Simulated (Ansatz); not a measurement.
**Al$_{3}$Cu$_{2}$ (P-3m1), clamped-ion strain scan**

Method: DFT PBEsol, scalar-relativistic, plane waves, PAW in Ansatz. Settings: plane waves to 420 eV, k-mesh 12×12×10 (Γ-centred), Gaussian smearing 0.15 eV. No spin polarisation. Energies are free energies at this smearing, counted from the undisturbed cell; pressure is positive in compression.

The starting cell (relaxed at this level; it needn't be the usual structure):

```yaml
crystal:
  lattice:
    - [4.09859, 0.00000, 0.00000]
    - [-2.04929, 3.54948, 0.00000]
    - [0.00000, 0.00000, 4.98210]
  atoms:
    - { symbol: Al, position: [0.00000, 0.00000, 0.00000] }
    - { symbol: Al, position: [0.33333, 0.66667, 0.35151] }
    - { symbol: Al, position: [0.66667, 0.33333, 0.64849] }
    - { symbol: Cu, position: [0.33333, 0.66667, 0.84229] }
    - { symbol: Cu, position: [0.66667, 0.33333, 0.15771] }
```

The cell is strained by ε times the Voigt pattern (1, 1, 0, 0, 0, 0) (xx, yy, zz, yz, xz, xy; engineering shear) with fractional coordinates fixed. The cell is metallic on the mesh throughout.

```csv
ε,ΔE (meV/atom)
-0.0600,113.3
-0.0450,60.7
-0.0300,25.5
-0.0150,5.9
0.0000,0.0
0.0150,5.8
0.0300,21.6
0.0450,45.6
0.0525,60.2
0.0600,76.2
```

Question: Predict the pressure (GPa) at each point.

Answer:
```tsv
ε	pressure (GPa)
-0.0600	19.1
-0.0450	13.2
-0.0300	8.0
-0.0150	3.7
0.0000	0.0
0.0150	-3.1
0.0300	-5.6
0.0450	-7.7
0.0525	-8.5
0.0600	-9.3
```